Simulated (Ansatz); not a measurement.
MoS2:

```xyz
3
Lattice="1.5800 0.9122 6.1500 -1.5800 0.9122 6.1500 0.0000 -1.8244 6.1500" Properties=species:S:1:pos:R:3 pbc="T T T"
Mo    0.0000    0.0000    0.0000
S     0.0000    0.0000    7.6936
S     0.0000    0.0000    4.6125
```

Measurements of this composition are mostly on another form, of space group No. 194.

* Program: Ansatz 0.2.0
* Task: relaxation of cell and atoms
* Functional: PBEsol
* Potentials or basis: Ansatz PAW
* Cutoff: 420 eV (not typed: the program's choice for these potentials)
* k mesh: 10 × 10 × 10
* Occupations: fermi-dirac, width 0.05 eV
* Spin: no spin polarisation

At the start: volume 17.73 Å³/atom.

Where does the relaxation end?

It ends after 6 steps and the volume is 17.91 Å³/atom (+1.0 %); space group R3m (No. 160, to 0.05 Å).

The path:
| step | energy change (eV) | largest force (eV/Å) | volume (Å³) |
| --- | --- | --- | --- |
| 1 | 0.0000 | 0.2595 | 53.18 |
| 2 | -0.0054 | 0.0162 | 53.12 |
| 3 | -0.0059 | 0.0031 | 53.34 |
| 4 | -0.0061 | 0.0096 | 53.62 |
| 5 | -0.0061 | 0.0004 | 53.72 |
| 6 | -0.0061 | 0.0004 | 53.72 |

Final structure:
```
Mo S
1.0
     1.57158    0.90735    6.27933
    -1.57158    0.90735    6.27933
     0.00000   -1.81470    6.27933
Mo S
1 2
Direct
  0.00010 0.00010 0.00010
  0.41616 0.41616 0.41616
  0.25074 0.25074 0.25074
```

Caveat: the plane-wave basis is chosen anew once the cell has moved, so the energies of steps on either side of that aren't comparable; the PAW data sets come from PBE, with cores solved anew for the run's functional, which leaves a small shift of forces and pressure.
